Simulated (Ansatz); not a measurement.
ZnS under pressure: fit and missing row

ZnS, P6_3mc, a = 3.807 Å, c = 6.245 Å. The compound has several low-lying forms, and this is one of them. Ansatz: r2SCAN, PAW, 500 eV, Γ-centred 6×6×4 mesh on 4 atoms, Gaussian smearing 0.02 eV; no spin polarisation. Cell and atoms are relaxed at each pressure, and no other structure is tried; the real crystal is known to change phase within this range, so the rows at high pressure are metastable.

```tsv
V (Å³/atom)	P (GPa)
?	39.97
16.441	20.00
17.684	9.99
18.502	5.05
19.119	2.00
19.590	0.00
20.127	-2.00
```

Problem. Take V0 = 19.590 Å³/atom, fit the third-order Birch–Murnaghan form to the other rows, and predict the missing volume.

Solution. With the Eulerian strain f = ½[(V0/V)^(2/3) − 1] and y = P/[3f(1 + 2f)^(5/2)], the form is the line y = B0 + 1.5 B0 (B0′ − 4) f. Rows (f, y): 0.06196, 80.3; 0.03531, 79.5; 0.01941, 78.8; 0.00818, 78.3; -0.00893, 78.1. Means f = 0.02319, y = 79.000; Σ(Δf)² = 0.002921, ΣΔfΔy = 0.09663; the slope is their ratio. y = 78.23 + 33.08 f GPa, so B0 = 78.2 GPa and B0′ = 4 + 2 × (33.08)/(3 × 78.23) = 4.28. P = 39.97 GPa is met at f = 0.10244 (y = 81.62), so V = V0 (1 + 2f)^(−3/2) = 14.812 Å³/atom. The run gave 14.805 Å³/atom, so the fit is 0.007 Å³/atom too high, a small miss on the scale of the series. The form still works here, 91 % of the fitted range beyond its end.